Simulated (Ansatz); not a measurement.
Born–Oppenheimer molecular dynamics of a periodic cell of 16 atoms, WC (start crystal WC, start structure P-6m2, volume 1 times the crystal's). It starts from an unrelaxed structure (largest force component 0.06 eV/Å).

Theory: DFT PBE, scalar-relativistic, plane waves, PAW in Ansatz. Settings: accuracy low, PAW set soft_1, cutoff 420 eV, k mesh 2x2x2, fermi-dirac smearing 0.3 eV, no spin polarisation.

```yaml
ensemble: NVT, Langevin thermostat
time_step: 1.12 fs
steps_asked: 200
set_temperature: 3500 K
friction: 0.02 /fs
seed: 887541
```

First frame:

```xyz
16
Lattice="-2.9008 -5.0243 0.0000 4.3512 -2.5122 0.0000 0.0000 0.0000 5.6590" Properties=species:S:1:pos:R:3
W 0.000 -5.024 0.000
C 1.450 -4.187 1.415
W 0.000 -5.024 2.829
C 1.450 -4.187 4.244
W -1.450 -2.512 0.000
C 0.000 -1.675 1.415
W -1.450 -2.512 2.829
C 0.000 -1.675 4.244
W 1.450 -2.512 0.000
C 2.901 -1.675 1.415
W 1.450 -2.512 2.829
C 2.901 -1.675 4.244
W 0.000 0.000 0.000
C -1.450 -4.187 1.415
W 0.000 0.000 2.829
C -1.450 -4.187 4.244
```

(1) What does the run give?

(2) What happens to the structure?

(3) How do temperature and energy run in time?

Results:

(1) All steps were run.

```yaml
steps_done: 200
time_covered: 224 fs
mean_temperature_over_the_second_half: 3868 K
spread_of_the_potential_energy_over_the_second_half: 80.6 meV per atom
mean_potential_energy_of_the_second_half_above_the_start: 523.9 meV per atom
```

The mean temperature of the second half is 11 % above the set value. A run of 0.22 ps of so small a system gives no equilibrium averages. Limits of this set-up: coarse k mesh, low accuracy level.

(2) Mean squared displacements from the first frame to the last, about the centre of mass: W 0.04 Å², C 0.07 Å². Another seed would give other details.

(3) 
| time (fs) | T (K) | potential energy less start (eV) |
| --- | --- | --- |
| 0 | 3281 | 0.000 |
| 17.92 | 2351 | 4.382 |
| 35.84 | 2726 | 5.898 |
| 53.76 | 2880 | 8.201 |
| 71.68 | 3749 | 6.895 |
| 89.6 | 3078 | 8.799 |
| 107.52 | 4168 | 6.609 |
| 125.44 | 3006 | 10.803 |
| 143.36 | 4620 | 8.401 |
| 161.28 | 5045 | 6.102 |
| 179.2 | 3824 | 10.178 |
| 197.12 | 3390 | 8.253 |
| 215.04 | 4028 | 6.564 |

The run took 15 min on 1 thread of Arm Neoverse V2, with other jobs on the host, peak memory 0.57 GiB.
